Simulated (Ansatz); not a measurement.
# GdN: pressure against volume

One table from this session's results is given with a row withheld; the runs are named, their logs left out.

Computed with Ansatz 0.2.0 (DFT PBE, scalar-relativistic, unless a step's input says otherwise).

**The system as given**

It takes space group F-43m (No. 216, cubic). The conventional cell has a = 5.337 Å, b = 5.337 Å, c = 5.337 Å, α = 90.00°, β = 90.00°, γ = 90.00°. Around Gd (site symmetry -43m) lie 4 N at 2.31 Å. Around N (site symmetry -43m) lie 4 Gd at 2.31 Å.

As a file:

```
Gd N
1.0
     0.00000    2.66847    2.66847
     2.66847    0.00000    2.66847
     2.66847    2.66847    0.00000
Gd N
1 1
Cartesian
  0.0000 0.0000 0.0000
  1.3342 1.3342 1.3342
```

The cell was relaxed by PAW from a hypothetical start (zincblende type); it needn't be the stable phase of this composition.

Atoms are numbered in the order of the input: Gd1, N2.

Set-up of the first run:

File input.yaml:

```yaml
crystal:
  lattice:
    - [0.0, 2.6324067428, 2.6324067428]
    - [2.6324067428, 0.0, 2.6324067428]
    - [2.6324067428, 2.6324067428, 0.0]
  atoms:
    - { symbol: Gd, position: [0.0, 0.0, 0.0], spin: 7.0 }
    - { symbol: "N", position: [0.25, 0.25, 0.25] }
magnetization:
  spin_polarized: true
kpoints:
  mp_grid: { grid: [12, 12, 12] }
scf:
  occupations: { method: fermi_dirac, width: 0.03 }
hamiltonian:
  xc: pbe
  pseudopotentials: { kind: all_electron, lapw: { basis_error: 0.00025 } }
output:
  forces: true
  stress: true
  eigenvalues: true
```

Command:

```
ansatz run input.yaml --threads 1 --pin off --max-ram 3072MiB --backend cpu --events-out ev --progress --plain --runs-dir out
```

Steps of the session up to this table: Volume × 0.96, LAPW; Volume × 0.96, PAW; Volume × 0.96, crystal datasets; Volume × 0.98, LAPW; Volume × 0.98, PAW; Volume × 1.02, LAPW; Volume × 1.02, PAW; Volume × 1.04, LAPW; Volume × 1.04, PAW; Volume × 1.04, crystal datasets.

One of the session's tables, all rows but one given; the rest of the session is left out.

It belongs to the step «The equation of state». 

| method | volume (Å³/atom) | gap on the k mesh (eV) | moment Gd1 (μB) |
| --- | --- | --- | --- |
| LAPW | 18.241 | 1.19 | 6.93 |
| LAPW | 18.621 | 1.18 | 6.93 |
| LAPW | 19.001 | 1.18 | 6.94 |
| LAPW | 19.382 | 1.16 | 6.94 |
| LAPW | 19.762 | ? | ? |
| PAW | 18.241 | 1.19 | 6.78 |
| PAW | 18.621 | 1.18 | 6.79 |
| PAW | 19.001 | 1.17 | 6.79 |
| PAW | 19.382 | 1.16 | 6.80 |
| PAW | 19.762 | 1.15 | 6.81 |
| crystal datasets | 18.241 | 1.19 | 6.77 |
| crystal datasets | 19.001 | 1.18 | 6.79 |
| crystal datasets | 19.762 | 1.15 | 6.81 |

Estimate the missing values for LAPW, 19.762.

**Answer.** gap on the k mesh (eV): 1.15; moment Gd1 (μB): 6.94.

Limits of these values: Other magnetic orders may lie lower; this is the state that the run reached. Warnings in the runs' records: gradients without spin orbit, crystal datasets made.
